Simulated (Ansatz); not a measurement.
Pb, 2 atoms in the cell. It takes space group C2/m (No. 12, monoclinic). Conventional cell: a = 6.077 Å, b = 3.501 Å, c = 6.452 Å, α = 90.00°, β = 109.14°, γ = 90.00°. Around Pb (site symmetry m) lie 10 Pb at 3.34 to 3.51 Å. This isn't the form of Pb at room conditions, which is fcc.

```yaml
Program: Ansatz 0.2.0
Task: phonons
Functional: PBEsol
Potentials_or_basis: Ansatz PAW
Cutoff: "420 eV (not typed: the program's choice for these potentials)"
k_mesh: 8 × 8 × 4
Occupations: fermi-dirac, width 0.05 eV
Spin: no spin polarisation
q_mesh: 2 × 2 × 2
Path: "[[\"G\", \"Y\", \"F\", \"L\", \"I\"], [\"I1\", \"Z\", \"F1\"], [\"Y\", \"X1\"], [\"X\", \"G\", \"N\"], [\"M\", \"G\"]]"
Points_for_each_segment_of_the_path: 8
```

Potentials or basis: Ansatz PAW.

The run is started by

```sh
$ ansatz run input.yaml --threads 2 --pin off --max-ram 5632MiB --backend cpu --events-out ev --progress --plain --runs-dir out
```

Hardware: 2 threads of Arm Neoverse V1, with other jobs on the host.

How long does it take, and how much memory?

Wall time 100 s on 2 threads of Arm Neoverse V1, on a shared host, peak memory 0.69 GiB. Counts: scf iterations 10, plane waves 1265, k points 78, bands 18.
